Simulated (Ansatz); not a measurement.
# Cu under changes of volume

One of the cells (11.994 Å³/atom); the others are scaled copies at fixed shape and fractional positions:

```
Cu
1.0
     1.21846   -3.97638    0.00000
     1.21846    3.97638    0.00000
     0.00000    0.00000    2.47550
Cu
2
Direct
  0.86613 0.13387 0.75000
  0.13387 0.86613 0.25000
```

This isn't the form of Cu at room conditions, which is fcc.

- Program: Ansatz 0.2.0
- Functional: PBEsol
- Potentials or basis: Ansatz PAW
- Cutoff: 420 eV (not typed: the program's choice for these potentials)
- k mesh: 11 × 11 × 11
- Occupations: fermi-dirac, width 0.05 eV
- Spin: no spin polarisation

```tsv
volume (Å³/atom)	energy over the lowest point (meV/atom)	pressure (GPa)	largest force (eV/Å)
11.274	15.24	9.0	0.082
11.514	?	?	?
11.754	0.00	1.6	0.022
11.994	0.07	-1.5	0.005
12.234	4.50	-4.3	0.029
12.474	12.78	-6.7	0.051
12.714	24.47	-8.8	0.071
```

Task: What does the run at 11.514 Å³/atom give?

Result: Energy over the lowest point 4.85 meV/atom; pressure 5.0 GPa; largest force 0.051 eV/Å.

Worked out: A Birch-Murnaghan fit of order 3 (a polynomial in V^(-2/3)) to the other rows has its minimum at 11.87 Å³/atom with B0 = V·E''(V) = 153 GPa and B' = 5.0 at fixed shape and positions, which overstates the stiffness. It gives 4.84 meV/atom at 11.514 Å³/atom, against the run's 4.85, and -dE/dV = 5.0 GPa, against 5.0.

Energies are extrapolated to zero smearing.

Caveats: the PAW data sets come from PBE, with cores solved anew for the run's functional, which leaves a small shift of forces and pressure.
